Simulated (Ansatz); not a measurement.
`NBBF` + `CC(=O)O` → `CC(=O)OBF` + `BN`  (cleavage of the B–B bond)

Gas-phase electronic energies from Ansatz, PBE0-D4/def2-TZVP geometries. CBS: MP2 limit from def2 TZ/QZ plus the TZ coupled-cluster correction, frozen cores. This one scheme is used for every species. DFT in def2-TZVPP. B3LYP here is the variant with VWN-RPA as its local correlation; programs differ in this. Each species was taken in one conformer, which may not be the lowest.

(1) Is it downhill or uphill in electronic energy at CCSD(T)/CBS, and by how much? (An estimate is asked.)

(2) What do these levels give: PBE-D4, revPBE-D4, B97M-V, B3LYP-D4, r2SCANh-D4, ωB97X-V, r2SCANh, CAM-B3LYP, RPA@PBE/def2-TZVPP, CCSD/def2-SVP, HF/def2-QZVPP, MP2/def2-QZVPP? (Best estimate.)

Largest T1 diagnostic among the species: 0.015.

## Answers

(1) Computed: Downhill: ΔE = -145.9 kJ/mol.

(2) Ansatz gave: PBE-D4 -133.7, revPBE-D4 -132.8, B97M-V -147.3, B3LYP-D4 -148.4, r2SCANh-D4 -148.6, ωB97X-V -144.3, r2SCANh -148.1, CAM-B3LYP -151.0, RPA@PBE/def2-TZVPP -143.2, CCSD/def2-SVP -158.4, HF/def2-QZVPP -163.7, MP2/def2-QZVPP -151.9 kJ/mol.

At CCSD(T), def2-SVP lies −12.2 kJ/mol from the extrapolated value and def2-TZVPP −2.0 kJ/mol. In def2-TZVPP, CCSD(T) changes the Hartree–Fock value by +14.8 kJ/mol (the triples alone add +1.1 kJ/mol) and MP2 by +10.0 kJ/mol.
